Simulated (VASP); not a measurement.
A run of VASP 6.6.1 is set up as follows.

INCAR

```
PREC = Accurate
ENCUT = 520
EDIFF = 1E-6
ISMEAR = 0
SIGMA = 0.01
LREAL = F
LASPH = T
NELM = 100
ALGO = Normal
ISIF = 2
LWAVE = F
LCHARG = F
NBANDS = 37
```

Contents of KPOINTS:

```
Automatic mesh
0
Gamma
  4 4 4
```

POSCAR

```
Ag2O
1.0
    4.7800860672      0.0000000000      0.0000000000
    0.0000000000      4.7800860672      0.0000000000
    0.0000000000      0.0000000000      4.7800860672
Ag O
4 2
Direct
    0.2500000000      0.2500000000      0.2500000000
    0.2500000000      0.7500000000      0.7500000000
    0.7500000000      0.7500000000      0.2500000000
    0.7500000000      0.2500000000      0.7500000000
    0.0000000000      0.0000000000      0.0000000000
    0.5000000000      0.5000000000      0.5000000000
```

Potentials or basis: VASP PAW LDA potentials, release 64 (Ag, O).

The run is started by

```sh
$ cat potpaw_LDA.64/Ag/POTCAR potpaw_LDA.64/O/POTCAR > POTCAR
$ mpirun -np 1 vasp_std > vasp.out
```

(1) Predict the pressure.

(2) What does it give for the band gap on the k mesh?

Results:

(1) -7.3 GPa.

(2) none (metal or under the smearing width).
